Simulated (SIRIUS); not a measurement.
# Rh: equation of state with PBE+D3(BJ)

**Measured values to compare with.**

“Thermal equation of state of rhodium characterized by XRD in a resistively heated diamond anvil cell”, 2024, pmc:11535440 quotes, for a bulk crystal of Rh: bulk modulus 264 ± 1 GPa.

Rh:

```
CELL_PARAMETERS angstrom
0.00000 1.89785 1.89785
1.89785 0.00000 1.89785
1.89785 1.89785 0.00000
ATOMIC_POSITIONS crystal
Rh 0.00000 0.00000 0.00000
```

```
Program                                     : SIRIUS 7.12.0
Task                                        : equation of state
Functional                                  : PBE
Dispersion                                  : D3(BJ)
Potentials or basis                         : all-electron FP-LAPW
Cutoff                                      : 177 eV
Basis                                       : apw+lo standard
k mesh                                      : 12 × 12 × 12
Occupations                                 : fermi-dirac, width 0.05 eV
Spin                                        : no spin polarisation
Muffin tin radii                            : Rh 2.44 bohr
Basis cutoff (gk_cutoff)                    : 3.61 1/bohr
Cutoff of density and potential (pw_cutoff) : 20 1/bohr
lmax of the basis                           : 10
lmax of density and potential               : 8
Valence relativity                          : iora
Core states                                 : Rh 1s2s2p3s3p3d
```

| Quantity | Value |
| --- | --- |
| Equilibrium volume | 13.62 Å³/atom |
| Bulk modulus | 284 GPa |
| Pressure derivative of the bulk modulus | 5.8 (rough: it moves with the points fitted) |

Energy against volume, from the lowest point:
```tsv
volume (Å³/atom)	energy (meV/atom)
12.851	43.01
13.125	16.68
13.398	2.90
13.671	0.00
13.945	6.51
14.218	21.04
14.492	43.15
```

It took 2.4 min on 1 thread of Intel(R) Xeon(R) Platinum 8559C (Emerald Rapids) (shared host), peak memory 0.3 GiB.

Measured bulk modulus of Rh: 264 GPa (quoted in “Thermal equation of state of rhodium characterized by XRD in a resistively heated diamond anvil cell”, 2024, pmc:11535440). This calculation gives 284 GPa (+7.4 %). The fit is for a static lattice scaled at fixed shape and fixed fractional positions.
